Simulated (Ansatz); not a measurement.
## From the elastic tensor of SnS₂ at 3 GPa (stress–strain coefficients) to moduli and sound speeds

These are results of Ansatz 0.2.0, DFT LDA, scalar-relativistic, plane waves, PAW, not measurements. Settings: 420 eV plane-wave cutoff, Γ-centred 12×12×6 mesh, fixed occupations. No spin polarisation.

It takes space group P-3m1 (No. 164, trigonal). Conventional cell: a = 3.603 Å, b = 3.603 Å, c = 5.395 Å, α = 90.00°, β = 90.00°, γ = 120.00°. Sn (site symmetry -3m) is surrounded by 6 S at 2.54 Å. S (site symmetry 3m) has 3 Sn at 2.54 Å as nearest neighbours.

The crystal is built of layers and no dispersion correction was added, so the binding between them is poorly described, and with it their spacing and whatever depends on it.

Relaxed-ion constants (GPa, on the Cartesian axes of the calculation):
```
154.0  50.4  39.1   4.6   0.0   0.0
 50.4 154.0  39.1  -4.6   0.0   0.0
 39.0  39.0  64.4   0.0   0.0   0.0
  4.6  -4.6   0.0  21.1   0.0   0.0
  0.0   0.0   0.0   0.0  21.1   4.6
  0.0   0.0   0.0   0.0   4.6  51.8
```

Density 5.006 g/cm³; 3 atoms in 60.65 Å³.

The values that follow are for a polycrystal of randomly turned grains, by Hill's mean where one number stands. In a crystal this anisotropic the Voigt and Reuss bounds lie far apart, so Hill's mean and the sound speeds and Debye temperature from it are rough.

With S = C⁻¹: B_V = (C11+C22+C33+2(C12+C13+C23))/9, G_V = (C11+C22+C33−C12−C13−C23+3(C44+C55+C66))/15, 1/B_R = S11+S22+S33+2(S12+S13+S23), 15/G_R = 4(S11+S22+S33−S12−S13−S23)+3(S44+S55+S66); Hill is their mean. Then v_l = √((B+4G/3)/ρ), v_t = √(G/ρ), v_m = [(2/v_t³+1/v_l³)/3]^(−1/3) and Θ = (ħ/k_B)·v_m·(6π²n/V)^(1/3) for n atoms in the volume V; E = 9BG/(3B+G), ν = (3B−2G)/(2(3B+G)) and A^U = 5G_V/G_R + B_V/B_R − 6.

```
Bulk modulus, Voigt / Reuss / Hill          : 69.9 / 57.1 / 63.5 GPa
Shear modulus, Voigt / Reuss / Hill         : 35.1 / 28.1 / 31.6 GPa
Young's modulus                             : 81 GPa
Poisson ratio                               : 0.287
Pugh ratio B/G                              : 2.01
Universal anisotropy index                  : 1.45
Longitudinal and transverse sound speeds    : 4594 and 2513 m/s
Debye temperature from the mean sound speed : 306 K
```

Cost: 1 run of about 4.2 core-minutes, on AMD EPYC 7R43 (Zen 3) (shared hosts).

The stiffness splits along the layered structure. C11, at 154.0 GPa, is more than twice C33, at 64.4 GPa, and the basal-plane shear constant C66 likewise exceeds C44, which measures the sliding of layers over one another. Strain within a layer has to stretch or bend the polar-covalent Sn–S bonds of the edge-sharing octahedra, whereas strain along c is taken up largely by the gap between facing sulfur sheets, where no such bonds cross. Hydrostatic compression therefore shortens c proportionally far more than a. The small but non-zero C14 reflects the trigonal symmetry, which couples interlayer shear to in-plane distortion.

The Pugh ratio of 2.01 would conventionally suggest ductility, but that criterion is a poor guide here: easy basal cleavage and slip, which an isotropic average hides, probably govern how the crystal deforms and fails. The tensor is positive definite, so the structure resists small homogeneous strains at this pressure; stability against phonons of finite wavevector, or against competing phases, doesn't follow from it.
